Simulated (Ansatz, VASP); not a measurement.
## Two plane-wave programs on Cr

File INCAR:

```
SYSTEM = Cr
PREC = Accurate
ENCUT = 520
EDIFF = 1E-6
ISMEAR = 0
SIGMA = 0.1
LREAL = .FALSE.
LASPH = .TRUE.
NELM = 100
ALGO = Fast
ISIF = 2
LWAVE = .FALSE.
LCHARG = .FALSE.
GGA = PE
NBANDS = 19
```

KPOINTS

```
Automatic mesh
0
G
  21 21 10
  0 0 0
```

File POSCAR:

```
Cr
1.0
    2.4849820546      0.0000000000      0.0000000000
   -1.2424910273      2.1520575872      0.0000000000
    0.0000000000      0.0000000000      4.4557650231
Cr
2
Direct
    0.3333333333      0.6666666667      0.2500000000
    0.6666666667      0.3333333333      0.7500000000
```

Input for Ansatz:

```yaml
crystal:
  lattice:
    - [2.4849820546, 0.0, 0.0]
    - [-1.2424910273, 2.1520575872, 0.0]
    - [0.0, 0.0, 4.4557650231]
  atoms:
    - { symbol: Cr, position: [0.3333333333, 0.6666666667, 0.25] }
    - { symbol: Cr, position: [0.6666666667, 0.3333333333, 0.75] }
basis:
  ecutwfc: 420
kpoints:
  mp_grid: { grid: [21, 21, 10] }
  band_path:
    path:
      - [[0.0, 0.0, 0.0], [0.5, 0.0, 0.0], [0.33333333, 0.33333333, 0.0], [0.0, 0.0, 0.0], [0.0, 0.0, 0.5], [0.5, 0.0, 0.5], [0.33333333, 0.33333333, 0.5], [0.0, 0.0, 0.5]]
      - [[0.5, 0.0, 0.5], [0.5, 0.0, 0.0]]
      - [[0.33333333, 0.33333333, 0.5], [0.33333333, 0.33333333, 0.0]]
    npoints: 14
hamiltonian:
  xc: pbe
scf:
  occupations: { method: gaussian, width: 0.1 }
  n_extra_bands: 6
output:
  forces: true
  stress: true
  eigenvalues: true
  populations: true
  dos: { projected: true, de: 0.02, nscf_kmesh: { grid: [32, 32, 15] } }
  bader: true
  write_density: true
  write_potential: true
  elf: true
  volumetric_format: npy
```

This isn't the form of Cr at room conditions, which is bcc.

Alike in both runs: task single point; functional PBE; k mesh 21 × 21 × 10; occupations gaussian, width 0.1 eV; no spin polarisation.

|  | VASP | Ansatz |
| --- | --- | --- |
| version | VASP 6.6.1 | Ansatz 0.2.0 |
| potentials or method | VASP PAW PBE potentials, release 64 (Cr_pv) | scalar-relativistic, plane waves, PAW |
| plane-wave cutoff (eV) | 520 | 420 |
| valence electrons in the cell | 24 | 28 |

Ansatz gave:

```
gap on the k mesh at the Fermi level (eV)       : none
pressure (GPa)                                  : 0.0
largest component of the traceless stress (GPa) : 0.00
```

Problem. Which values does VASP return?

Solution. gap on the k mesh at the Fermi level (eV): none; pressure (GPa): -0.4; largest component of the traceless stress (GPa): 0.12.

A gap of «none» marks a metal or a gap that the smearing closes. The two sets of potentials don't hold the same shells in valence.

Caveats: the run has no spin polarisation, though such a crystal can be magnetic. Spin polarisation is off, so any magnetic state and its effect on volume and gap are missing.
